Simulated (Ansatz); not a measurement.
# Vanadium, bcc under revPBE: structure, energy and stiffness

The plan for vanadium in the bcc structure: relax it, solve it on a dense k-mesh, switch on spin-orbit coupling, then scale the cell to 7 volumes from 88 to 112 % of the relaxed one and try a fit of the equation of state. The k-meshes are 15×15×15 for the relaxation; 24×24×24 for the dense run; 15×15×15 for spin-orbit coupling; 24×24×24 for the volumes. It starts from a deposited cell (COD).

Program: Ansatz 0.2.0. Level of theory: DFT revPBE, plane waves (420 eV) with PAW, scalar-relativistic; PAW files made under PBE, frozen cores solved again for the functional. These are calculated values, not measurements.

## Step 1: The structure to begin with

Symmetry: Im-3m, No. 229, cubic system. Conventional cell: a = 3.024 Å, b = 3.024 Å, c = 3.024 Å, α = 90.00°, β = 90.00°, γ = 90.00°. Around V (site symmetry m-3m) lie 8 V at 2.62 Å.

Structure file:

```
CELL_PARAMETERS angstrom
-1.51200 1.51200 1.51200
1.51200 -1.51200 1.51200
1.51200 1.51200 -1.51200
ATOMIC_POSITIONS crystal
V 0.00000 0.00000 0.00000
```

## Step 2: Relaxation of the cell

input.yaml reads:

```yaml
crystal:
  lattice:
    - [-1.512, 1.512, 1.512]
    - [1.512, -1.512, 1.512]
    - [1.512, 1.512, -1.512]
  atoms:
    - { symbol: V, position: [0.0, 0.0, 0.0] }
hamiltonian:
  xc: revpbe
  pseudopotentials:
    kind: paw
    azcp:
      V: "pseudopotentials/V.paw.azcp"
basis:
  ecutwfc: 420
  fft_grid_basis: typed
kpoints:
  mp_grid: { grid: [15, 15, 15], shift: [0, 0, 0] }
magnetization:
  spin_polarized: false
scf:
  occupations: { method: fermi_dirac, width: 0.1 }
relax:
  max_steps: 60
  f_tol: 0.01
  cell: {}
```

Log (excerpt; [...] marks lines left out):

```text
[...]
Pseudopotentials: kind: paw
Pseudopotential: V, paw, valence charge 13, recommended cutoff 420 eV (normal), <dir>
Functional definition: revPBE
[...]
Crystal: 1 atoms, lattice volume = 13.827 Å³
Basis set: ecut = 420 eV, 249 PW (Γ), exchange–correlation on 36×36×36 points (8 copies of the dense FFT grid, shifted against one another)
Bands: 11, of which v1, the nominal top of the filled ones, is band 7 counted from 1 (6 counted from 0)
Symmetry: 48 space group operations
Space group: Im-3m (ITA 229), of the structure as read, at distance tolerance 2.4e-5 Å
k-points: 120 of 3375
[...]
SCF iter   1: F=—  HF=-2915.588578 eV  |F-HF|=—  |Δ(HF+E_count)|=         —  Δρ=4.20e-3  dr2=7.83e-4  ethr=1.77e-3  ⟨swp⟩=4.0  Hψ=6655  notcnv=0
[...]
relax step   1: F+E_penalty+E_count = -2915.58870965 eV  Δ(F+E_penalty+E_count) = +0.000e0 eV  max|allowed force component| = 0.000e0 eV/Å  Δτ_max = 0.0000 Å  P = -1.385 GPa  Ω = 13.827 Å³  (6 SCF iters, dr2 threshold 1.00e-7 eV, accepted)
[...]
relax step   3: F+E_penalty+E_count = -2915.58927712 eV  Δ(F+E_penalty+E_count) = +2.332e-6 eV  max|allowed force component| = 0.000e0 eV/Å  Δτ_max = 0.0000 Å  P = -0.003 GPa  Ω = 13.714 Å³  energy of the carried Pulay correction = +7.828e-5 eV  (3 SCF iters, dr2 threshold 7.42e-8 eV, accepted)
[...]
relax step   4: F+E_penalty+E_count = -2915.58920822 eV  Δ(F+E_penalty+E_count) = +6.890e-5 eV  max|allowed force component| = 0.000e0 eV/Å  Δτ_max = 0.0000 Å  P = -0.001 GPa  Ω = 13.714 Å³  stress off target by 5.14e-4 GPa  SCF on the basis re-selected at this cell (its energy is not [...]
SCF converged after 4 iterations
Free energy (F): -2915.589208 eV
[...]
E sigma→0 (E₀):  -2915.560874 eV
Entropy (-TS):   -0.056668 eV (-56.668 meV/atom)
Fermi energy:    16.293298 eV
[...]
--- Forces (eV/Å), atoms counted from 1 ---
  atom   1  V     -0.00000000     0.00000000    -0.00000000
[...]
--- Stress (GPa, compression-positive) ---
       -0.000514      -0.000000      -0.000000
       -0.000000      -0.000514       0.000000
       -0.000000       0.000000      -0.000514
  P = ⅓ Tr σ = -0.0005 GPa (-0.005 kbar)
--- Relaxed structure (3 steps of the walk, 3 accepted, 1 SCFs on fresh bases) ---
  F+E_penalty+E_count = -2915.58920822 eV   max|allowed force component| = 0.000e0 eV/Å   (the final SCF, on the basis selected at the relaxed cell)
  cell:  # Å, volume = 13.7144 Å³
    - [-1.5078977398202504, 1.5078977398202504, 1.5078977398202504]
    - [1.5078977398202504, -1.5078977398202504, 1.5078977398202504]
    - [1.5078977398202504, 1.5078977398202504, -1.5078977398202504]
  atoms:
    - { symbol: V, position: [0.0, 0.0, 0.0] }
```

Wall time 4.6 s (1 thread of an x86-64 CPU, shared host); peak memory 0.52 GiB.

The walk, from the log:

```csv
step,energy change (meV/atom),largest force (eV/Å),pressure (GPa),volume (Å³/atom)
1,0.00,0.0000,-1.39,13.827
2,-0.57,0.0000,0.17,13.701
3,-0.57,0.0000,0.00,13.714
4,-0.50,0.0000,0.00,13.714
```

Steps that repeat a cell are solved on a basis chosen anew, so their changes of energy are no gain of the relaxation.

The cell of the run, before and after:

|  | before | after | change |
| --- | --- | --- | --- |
| a (Å) | 2.619 | 2.612 | -0.3 % |
| b (Å) | 2.619 | 2.612 | -0.3 % |
| c (Å) | 2.619 | 2.612 | -0.3 % |
| volume (Å³/atom) | 13.827 | 13.714 | -0.8 % |
| shortest distance (Å) | 2.619 | 2.612 | -0.3 % |
| space group (spins left aside) | Im-3m | Im-3m | same |

## Step 3: Single point on a dense mesh

input.yaml reads:

```yaml
crystal:
  lattice:
    - [-1.5078977398, 1.5078977398, 1.5078977398]
    - [1.5078977398, -1.5078977398, 1.5078977398]
    - [1.5078977398, 1.5078977398, -1.5078977398]
  atoms:
    - { symbol: V, position: [0.0, 0.0, 0.0] }
hamiltonian:
  xc: revpbe
  pseudopotentials:
    kind: paw
    azcp:
      V: "pseudopotentials/V.paw.azcp"
basis:
  ecutwfc: 420
  fft_grid_basis: typed
kpoints:
  mp_grid: { grid: [24, 24, 24], shift: [0, 0, 0] }
magnetization:
  spin_polarized: false
scf:
  occupations: { method: fermi_dirac, width: 0.1 }
```

Log (excerpt; [...] marks lines left out):

```text
[...]
[... 3 set-up lines as earlier in the session ...]
[...]
Crystal: 1 atoms, lattice volume = 13.714 Å³
Basis set: ecut = 420 eV, 249 PW (Γ)
Bands: 11, of which v1, the nominal top of the filled ones, is band 7 counted from 1 (6 counted from 0)
[... 2 set-up lines as earlier in the session ...]
k-points: 413 of 13824
[...]
SCF iter   1: F=—  HF=-2915.588923 eV  |F-HF|=—  |Δ(HF+E_count)|=         —  Δρ=4.32e-3  dr2=8.13e-4  ethr=1.77e-3  ⟨swp⟩=4.0  Hψ=22894  notcnv=0
[...]
SCF iter   6: F=-2915.589050 eV  HF=-2915.589050 eV  |F-HF|=1.36e-11  |Δ(HF+E_count)|=   7.16e-9  Δρ=1.50e-6  dr2=9.35e-11  ethr=2.39e-10  ⟨swp⟩=1.0  Hψ=12860  notcnv=0
[...]
SCF converged after 6 iterations
Free energy (F): -2915.589050 eV
[...]
E sigma→0 (E₀):  -2915.560133 eV
Entropy (-TS):   -0.057835 eV (-57.835 meV/atom)
Fermi energy:    16.288394 eV
[...]
```

Wall time 3.9 s (1 thread of an x86-64 CPU, shared host); peak memory 0.54 GiB.

## Step 4: Spin-orbit coupling switched on

input.yaml: that of step 3 with these lines changed.

```diff
@@ -10,3 +10,3 @@
   pseudopotentials:
-    kind: paw
+    kind: paw_fr
     azcp:
@@ -17,5 +17,6 @@
 kpoints:
-  mp_grid: { grid: [24, 24, 24], shift: [0, 0, 0] }
+  mp_grid: { grid: [15, 15, 15], shift: [0, 0, 0] }
 magnetization:
-  spin_polarized: false
+  noncollinear: true
+  spin_orbit: true
 scf:
```

Log (excerpt; [...] marks lines left out):

```text
[...]
Pseudopotentials: kind: paw_fr
Pseudopotential: V, paw_fr, valence charge 13, recommended cutoff 420 eV (normal), <dir>
[... 1 set-up line as earlier in the session ...]
[...]
non-collinear run that drives no moment, with spin-orbit: no starting moment large enough to seed its density (crystal.atoms[].spin), no starting occupations that ask for one, no magnetisation constraint and no magnetic field, so the semilocal B_xc is pinned to zero
Crystal: 1 atoms, lattice volume = 13.714 Å³
Basis set: ecut = 420 eV, 249 PW (Γ)
Bands: 22, of which v1, the nominal top of the filled ones, is band 13 counted from 1 (12 counted from 0)
Symmetry: 48 space group operations + 48 with time reversal
Magnetic group: BNS 229.141 (UNI 1643), of the structure as read, at distance tolerance 2.4e-5 Å
k-points: 120 of 3375
Projection manifold: j_resolved (fully-relativistic pseudo-atomic orbitals)
[...]
SCF iter   1: F=—  HF=-2915.959114 eV  |F-HF|=—  |Δ(HF+E_count)|=         —  Δρ=8.70e-2  dr2=9.52e-1  dr2_m=0.00e0 (ungated)  ethr=3.10e-3  |M|=0.00e0 ∫|m|=0.00e0 μB  |m|>n=0.0e0 m-floor=0.0e0 τ_xc=0.0e0  β_m=0.30  ⟨swp⟩=6.2  Hψ=6707  notcnv=0
[...]
SCF iter   6: F=-2915.682093 eV  HF=-2915.682093 eV  |F-HF|=6.03e-10  |Δ(HF+E_count)|=   2.63e-6  Δρ=3.64e-6  dr2=1.17e-9  dr2_m=0.00e0 (ungated)  ethr=7.69e-10  |M|=0.00e0 ∫|m|=0.00e0 μB  |m|>n=0.0e0 m-floor=0.0e0 τ_xc=0.0e0  ⟨swp⟩=1.0  Hψ=3814  notcnv=0
[...]
SCF converged after 6 iterations
Magnetization: |M| = 0.0000 μB,  M = (+0.0000, +0.0000, +0.0000) μB
Absolute magnetization: 0.0000 μB (∫|m|)
  site 0: m = (+0.0000, +0.0000, +0.0000) μB, |m| = 0.0000 μB  (R = 1.08 Å)
Free energy (F): -2915.682093 eV
[...]
E sigma→0 (E₀):  -2915.653748 eV
Entropy (-TS):   -0.056690 eV (-56.690 meV/atom)
Fermi energy:    16.293303 eV
[...]
```

Run time: 7 s. Hardware: 1 thread of an x86-64 CPU, shared host; peak memory 0.5 GiB.

Side by side:

```csv
,scalar-relativistic,with spin-orbit coupling
k-mesh,24×24×24,15×15×15
gap on the mesh,none (levels filled in part),none (levels filled in part)
```

The meshes differ, so small differences between the columns need not come from spin-orbit coupling.

## Step 5: Volume × 0.88

input.yaml reads:

```yaml
crystal:
  lattice:
    - [-1.4449942346, 1.4449942346, 1.4449942346]
    - [1.4449942346, -1.4449942346, 1.4449942346]
    - [1.4449942346, 1.4449942346, -1.4449942346]
  atoms:
    - { symbol: V, position: [0.0, 0.0, 0.0] }
hamiltonian:
  xc: revpbe
  pseudopotentials:
    kind: paw
    azcp:
      V: "pseudopotentials/V.paw.azcp"
basis:
  ecutwfc: 420
  fft_grid_basis: typed
kpoints:
  mp_grid: { grid: [24, 24, 24], shift: [0, 0, 0] }
magnetization:
  spin_polarized: false
scf:
  occupations: { method: fermi_dirac, width: 0.1 }
output:
  stress: true
```

Log (excerpt; [...] marks lines left out):

```text
[...]
[... 3 set-up lines as earlier in the session ...]
[...]
Crystal: 1 atoms, lattice volume = 12.069 Å³
Basis set: ecut = 420 eV, 225 PW (Γ)
Bands: 11, of which v1, the nominal top of the filled ones, is band 7 counted from 1 (6 counted from 0)
[... 1 set-up line as earlier in the session ...]
Space group: Im-3m (ITA 229), of the structure as read, at distance tolerance 2.3e-5 Å
k-points: 413 of 13824
[...]
SCF iter   1: F=—  HF=-2915.457720 eV  |F-HF|=—  |Δ(HF+E_count)|=         —  Δρ=7.74e-3  dr2=2.68e-3  ethr=1.77e-3  ⟨swp⟩=4.0  Hψ=22937  notcnv=0
[...]
SCF iter   6: F=-2915.457487 eV  HF=-2915.457487 eV  |F-HF|=9.09e-13  |Δ(HF+E_count)|=  8.47e-10  Δρ=1.85e-7  dr2=1.16e-12  ethr=3.88e-12  ⟨swp⟩=1.0  Hψ=13673  notcnv=0
[...]
SCF converged after 6 iterations
Free energy (F): -2915.457487 eV
[...]
E sigma→0 (E₀):  -2915.432339 eV
Entropy (-TS):   -0.050297 eV (-50.297 meV/atom)
Fermi energy:    18.854821 eV
[...]
--- Stress (GPa, compression-positive) ---
       28.308799      -0.000000      -0.000000
        0.000000      28.308799       0.000000
        0.000000      -0.000000      28.308799
  P = ⅓ Tr σ = 28.3088 GPa (283.088 kbar)
```

Run time: 4.2 s. Hardware: 1 thread of an x86-64 CPU, shared host; peak memory 0.55 GiB.

## Step 6: Volume × 0.92

input.yaml: that of step 5 with these lines changed.

```diff
@@ -2,5 +2,5 @@
   lattice:
-    - [-1.4449942346, 1.4449942346, 1.4449942346]
-    - [1.4449942346, -1.4449942346, 1.4449942346]
-    - [1.4449942346, 1.4449942346, -1.4449942346]
+    - [-1.4665644928, 1.4665644928, 1.4665644928]
+    - [1.4665644928, -1.4665644928, 1.4665644928]
+    - [1.4665644928, 1.4665644928, -1.4665644928]
   atoms:
```

Log (excerpt; [...] marks lines left out):

```text
[...]
[... 3 set-up lines as earlier in the session ...]
[...]
Crystal: 1 atoms, lattice volume = 12.617 Å³
Basis set: ecut = 420 eV, 249 PW (Γ)
Bands: 11, of which v1, the nominal top of the filled ones, is band 7 counted from 1 (6 counted from 0)
[... 2 set-up lines as earlier in the session ...]
k-points: 413 of 13824
[...]
SCF iter   1: F=—  HF=-2915.534452 eV  |F-HF|=—  |Δ(HF+E_count)|=         —  Δρ=6.39e-3  dr2=1.75e-3  ethr=1.77e-3  ⟨swp⟩=4.0  Hψ=22887  notcnv=0
[...]
SCF iter   6: F=-2915.534426 eV  HF=-2915.534426 eV  |F-HF|=5.00e-12  |Δ(HF+E_count)|=   1.15e-9  Δρ=5.70e-7  dr2=1.70e-11  ethr=5.30e-11  ⟨swp⟩=1.8  Hψ=13351  notcnv=0
[...]
SCF converged after 6 iterations
Free energy (F): -2915.534426 eV
[...]
E sigma→0 (E₀):  -2915.508069 eV
Entropy (-TS):   -0.052713 eV (-52.713 meV/atom)
Fermi energy:    17.928090 eV
[...]
--- Stress (GPa, compression-positive) ---
       17.005836       0.000000       0.000000
        0.000000      17.005836      -0.000000
        0.000000       0.000000      17.005836
  P = ⅓ Tr σ = 17.0058 GPa (170.058 kbar)
```

Run time: 4.2 s. Hardware: 1 thread of an x86-64 CPU, shared host; peak memory 0.55 GiB.

## Step 7: Volume × 0.96

input.yaml: that of step 6 with these lines changed.

```diff
@@ -2,5 +2,5 @@
   lattice:
-    - [-1.4665644928, 1.4665644928, 1.4665644928]
-    - [1.4665644928, -1.4665644928, 1.4665644928]
-    - [1.4665644928, 1.4665644928, -1.4665644928]
+    - [-1.4875182451, 1.4875182451, 1.4875182451]
+    - [1.4875182451, -1.4875182451, 1.4875182451]
+    - [1.4875182451, 1.4875182451, -1.4875182451]
   atoms:
```

Log (excerpt; [...] marks lines left out):

```text
[...]
[... 3 set-up lines as earlier in the session ...]
[...]
Crystal: 1 atoms, lattice volume = 13.166 Å³
Basis set: ecut = 420 eV, 249 PW (Γ)
Bands: 11, of which v1, the nominal top of the filled ones, is band 7 counted from 1 (6 counted from 0)
[... 2 set-up lines as earlier in the session ...]
k-points: 413 of 13824
[...]
SCF iter   1: F=—  HF=-2915.576116 eV  |F-HF|=—  |Δ(HF+E_count)|=         —  Δρ=5.27e-3  dr2=1.16e-3  ethr=1.77e-3  ⟨swp⟩=4.0  Hψ=22905  notcnv=0
[...]
SCF iter   6: F=-2915.576209 eV  HF=-2915.576209 eV  |F-HF|=7.73e-12  |Δ(HF+E_count)|=   4.14e-9  Δρ=9.48e-7  dr2=3.83e-11  ethr=1.41e-10  ⟨swp⟩=1.8  Hψ=13428  notcnv=0
[...]
SCF converged after 6 iterations
Free energy (F): -2915.576209 eV
[...]
E sigma→0 (E₀):  -2915.548588 eV
Entropy (-TS):   -0.055242 eV (-55.242 meV/atom)
Fermi energy:    17.075557 eV
[...]
--- Stress (GPa, compression-positive) ---
        7.702583      -0.000000       0.000000
       -0.000000       7.702583       0.000000
        0.000000       0.000000       7.702583
  P = ⅓ Tr σ = 7.7026 GPa (77.026 kbar)
```

Wall time 5.8 s (1 thread of an x86-64 CPU, shared host); peak memory 0.55 GiB.

## Step 8: Volume × 1.0

input.yaml: that of step 7 with these lines changed.

```diff
@@ -2,5 +2,5 @@
   lattice:
-    - [-1.4875182451, 1.4875182451, 1.4875182451]
-    - [1.4875182451, -1.4875182451, 1.4875182451]
-    - [1.4875182451, 1.4875182451, -1.4875182451]
+    - [-1.5078977398, 1.5078977398, 1.5078977398]
+    - [1.5078977398, -1.5078977398, 1.5078977398]
+    - [1.5078977398, 1.5078977398, -1.5078977398]
   atoms:
```

Log (excerpt; [...] marks lines left out):

```text
[...]
[... 3 set-up lines as earlier in the session ...]
[...]
Crystal: 1 atoms, lattice volume = 13.714 Å³
Basis set: ecut = 420 eV, 249 PW (Γ)
Bands: 11, of which v1, the nominal top of the filled ones, is band 7 counted from 1 (6 counted from 0)
[... 2 set-up lines as earlier in the session ...]
k-points: 413 of 13824
[...]
SCF iter   1: F=—  HF=-2915.588923 eV  |F-HF|=—  |Δ(HF+E_count)|=         —  Δρ=4.32e-3  dr2=8.13e-4  ethr=1.77e-3  ⟨swp⟩=4.0  Hψ=22894  notcnv=0
[...]
SCF iter   6: F=-2915.589050 eV  HF=-2915.589050 eV  |F-HF|=1.32e-11  |Δ(HF+E_count)|=   7.16e-9  Δρ=1.49e-6  dr2=9.25e-11  ethr=2.39e-10  ⟨swp⟩=1.8  Hψ=13694  notcnv=0
[...]
SCF converged after 6 iterations
Free energy (F): -2915.589050 eV
[...]
E sigma→0 (E₀):  -2915.560133 eV
Entropy (-TS):   -0.057835 eV (-57.835 meV/atom)
Fermi energy:    16.288394 eV
[...]
--- Stress (GPa, compression-positive) ---
        0.048775      -0.000000      -0.000000
        0.000000       0.048775      -0.000000
        0.000000      -0.000000       0.048775
  P = ⅓ Tr σ = 0.0488 GPa (0.488 kbar)
```

Wall time 5.1 s (1 thread of an x86-64 CPU, shared host); peak memory 0.55 GiB.

## Step 9: Volume × 1.04

input.yaml: that of step 8 with these lines changed.

```diff
@@ -2,5 +2,5 @@
   lattice:
-    - [-1.5078977398, 1.5078977398, 1.5078977398]
-    - [1.5078977398, -1.5078977398, 1.5078977398]
-    - [1.5078977398, 1.5078977398, -1.5078977398]
+    - [-1.5277407751, 1.5277407751, 1.5277407751]
+    - [1.5277407751, -1.5277407751, 1.5277407751]
+    - [1.5277407751, 1.5277407751, -1.5277407751]
   atoms:
```

Log (excerpt; [...] marks lines left out):

```text
[...]
[... 3 set-up lines as earlier in the session ...]
[...]
Crystal: 1 atoms, lattice volume = 14.263 Å³
Basis set: ecut = 420 eV, 321 PW (Γ)
Bands: 11, of which v1, the nominal top of the filled ones, is band 7 counted from 1 (6 counted from 0)
[... 2 set-up lines as earlier in the session ...]
k-points: 413 of 13824
[...]
SCF iter   1: F=—  HF=-2915.577952 eV  |F-HF|=—  |Δ(HF+E_count)|=         —  Δρ=3.48e-3  dr2=6.16e-4  ethr=1.77e-3  ⟨swp⟩=4.0  Hψ=22792  notcnv=0
[...]
SCF iter   6: F=-2915.578078 eV  HF=-2915.578078 eV  |F-HF|=8.91e-11  |Δ(HF+E_count)|=   6.88e-9  Δρ=1.53e-6  dr2=1.54e-10  ethr=2.74e-10  ⟨swp⟩=2.0  Hψ=13425  notcnv=0
[...]
SCF converged after 6 iterations
Free energy (F): -2915.578078 eV
[...]
E sigma→0 (E₀):  -2915.547856 eV
Entropy (-TS):   -0.060444 eV (-60.444 meV/atom)
Fermi energy:    15.559344 eV
[...]
--- Stress (GPa, compression-positive) ---
       -6.252370      -0.000000      -0.000000
       -0.000000      -6.252370      -0.000000
        0.000000      -0.000000      -6.252370
  P = ⅓ Tr σ = -6.2524 GPa (-62.524 kbar)
```

It took 6.4 s on 1 thread of an x86-64 CPU, shared host; peak memory 0.55 GiB.

## Step 10: Volume × 1.08

input.yaml: that of step 9 with these lines changed.

```diff
@@ -2,5 +2,5 @@
   lattice:
-    - [-1.5277407751, 1.5277407751, 1.5277407751]
-    - [1.5277407751, -1.5277407751, 1.5277407751]
-    - [1.5277407751, 1.5277407751, -1.5277407751]
+    - [-1.5470813191, 1.5470813191, 1.5470813191]
+    - [1.5470813191, -1.5470813191, 1.5470813191]
+    - [1.5470813191, 1.5470813191, -1.5470813191]
   atoms:
```

Log (excerpt; [...] marks lines left out):

```text
[...]
[... 3 set-up lines as earlier in the session ...]
[...]
Crystal: 1 atoms, lattice volume = 14.812 Å³
Basis set: ecut = 420 eV, 321 PW (Γ)
Bands: 11, of which v1, the nominal top of the filled ones, is band 7 counted from 1 (6 counted from 0)
[... 1 set-up line as earlier in the session ...]
Space group: Im-3m (ITA 229), of the structure as read, at distance tolerance 2.5e-5 Å
k-points: 413 of 13824
[...]
SCF iter   1: F=—  HF=-2915.547427 eV  |F-HF|=—  |Δ(HF+E_count)|=         —  Δρ=2.78e-3  dr2=5.23e-4  ethr=1.77e-3  ⟨swp⟩=4.0  Hψ=22774  notcnv=0
[...]
SCF iter   6: F=-2915.547503 eV  HF=-2915.547503 eV  |F-HF|=1.14e-11  |Δ(HF+E_count)|=  5.78e-10  Δρ=4.35e-7  dr2=1.43e-11  ethr=1.90e-11  ⟨swp⟩=1.2  Hψ=13362  notcnv=0
[...]
SCF converged after 6 iterations
Free energy (F): -2915.547503 eV
[...]
E sigma→0 (E₀):  -2915.515979 eV
Entropy (-TS):   -0.063048 eV (-63.048 meV/atom)
Fermi energy:    14.882338 eV
[...]
--- Stress (GPa, compression-positive) ---
      -11.436543      -0.000000      -0.000000
        0.000000     -11.436543      -0.000000
        0.000000      -0.000000     -11.436543
  P = ⅓ Tr σ = -11.4365 GPa (-114.365 kbar)
```

Wall time 3.9 s (1 thread of an x86-64 CPU, shared host); peak memory 0.56 GiB.

## Step 11: Volume × 1.12

input.yaml: that of step 10 with these lines changed.

```diff
@@ -2,5 +2,5 @@
   lattice:
-    - [-1.5470813191, 1.5470813191, 1.5470813191]
-    - [1.5470813191, -1.5470813191, 1.5470813191]
-    - [1.5470813191, 1.5470813191, -1.5470813191]
+    - [-1.565950024, 1.565950024, 1.565950024]
+    - [1.565950024, -1.565950024, 1.565950024]
+    - [1.565950024, 1.565950024, -1.565950024]
   atoms:
```

Log (excerpt; [...] marks lines left out):

```text
[...]
[... 3 set-up lines as earlier in the session ...]
[...]
Crystal: 1 atoms, lattice volume = 15.360 Å³
Basis set: ecut = 420 eV, 321 PW (Γ)
Bands: 11, of which v1, the nominal top of the filled ones, is band 7 counted from 1 (6 counted from 0)
[... 2 set-up lines as earlier in the session ...]
k-points: 413 of 13824
[...]
SCF iter   1: F=—  HF=-2915.500789 eV  |F-HF|=—  |Δ(HF+E_count)|=         —  Δρ=2.26e-3  dr2=4.80e-4  ethr=1.77e-3  ⟨swp⟩=4.0  Hψ=22636  notcnv=0
[...]
SCF iter   6: F=-2915.500820 eV  HF=-2915.500820 eV  |F-HF|=1.82e-12  |Δ(HF+E_count)|=  1.64e-10  Δρ=2.74e-7  dr2=3.87e-12  ethr=8.11e-12  ⟨swp⟩=1.0  Hψ=12838  notcnv=0
[...]
SCF converged after 6 iterations
Free energy (F): -2915.500820 eV
[...]
E sigma→0 (E₀):  -2915.467995 eV
Entropy (-TS):   -0.065649 eV (-65.649 meV/atom)
Fermi energy:    14.252098 eV
[...]
--- Stress (GPa, compression-positive) ---
      -15.691482      -0.000000      -0.000000
        0.000000     -15.691482      -0.000000
       -0.000000       0.000000     -15.691482
  P = ⅓ Tr σ = -15.6915 GPa (-156.915 kbar)
```

It took 5.5 s on 1 thread of an x86-64 CPU, shared host; peak memory 0.56 GiB.

## Step 12: Energy and pressure against volume

All volumes keep the relaxed shape and fractional coordinates.

```csv
V (Å³/atom),E − E₀ (meV/atom),P from the stress (GPa),P from the fit (GPa)
12.069,127.8,28.31,28.00
12.617,52.1,17.01,16.63
13.166,11.6,7.70,7.32
13.714,0.0,0.05,-0.33
14.263,12.3,-6.25,-6.63
14.812,44.2,-11.44,-11.82
15.360,92.1,-15.69,-16.09
```

A third-order Birch-Murnaghan fit gives V₀ = 13.688 Å³/atom, B₀ = 174 GPa and B₀′ = 3.9; it misses no point by more than 0.03 meV/atom.

Fit and stress differ a little: one follows E(σ → 0), the other the smeared free energy.

## Step 13: Results

```
                      quantity                         value
space group (spins left aside)               Im-3m (No. 229)
             conventional cell                   a = 3.016 Å
                        volume                13.714 Å³/atom
             shortest distance                       2.612 Å
   against the measured volume       -0.8 % (13.827 Å³/atom)
               gap on the mesh  none (levels filled in part)
                   V₀, B₀, B₀′  13.688 Å³/atom, 174 GPa, 3.9
```

What this shows: The volume comes out 0.8 % smaller than measured. Part of the miss is zero-point motion and any thermal expansion in the deposited cell. No gap shows: it is a metal or semimetal at this level. The total energy of the spin-orbit run (on a coarser mesh) lies -94 meV/atom from the scalar one; mesh and treatment of the core enter this figure, so it is no spin-orbit energy. The fitted modulus is 174 GPa.
